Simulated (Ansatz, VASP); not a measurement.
## CoSi2: VASP beside Ansatz

```xyz
3
Lattice="0.0000 2.6798 2.6798 2.6798 0.0000 2.6798 2.6798 2.6798 0.0000" Properties=species:S:1:pos:R:3 pbc="T T T"
Co    0.0000    0.0000    0.0000
Si    1.3399    1.3399    1.3399
Si    4.0197    4.0197    4.0197
```

Alike in both runs: task electric field gradients; functional PBE; k mesh 12 × 12 × 12; occupations gaussian, width 0.05 eV; no spin polarisation.

|  | VASP | Ansatz |
| --- | --- | --- |
| version | VASP 6.6.1 | Ansatz 0.2.0 |
| potentials or method | VASP PAW PBE potentials, release 64 (Co, Si) | scalar-relativistic, plane waves, PAW |
| plane-wave cutoff (eV) | 520 | 420 |
| valence electrons in the cell | 17 | 25 |

|  | VASP | Ansatz | Ansatz less VASP |
| --- | --- | --- | --- |
| gap on the k mesh at the Fermi level (eV) | none | none | - |
| pressure (GPa) | -0.1 | 0.0 | +0.15 |
| Vzz of the field gradient on the site that differs most (V/Å²) | 0.0 | 0.0 | 0.00 |

A gap of «none» marks a metal or a gap that the smearing closes. The two sets of potentials don't hold the same shells in valence.

Spin polarisation is off, so any magnetic state and its effect on volume and gap are missing.
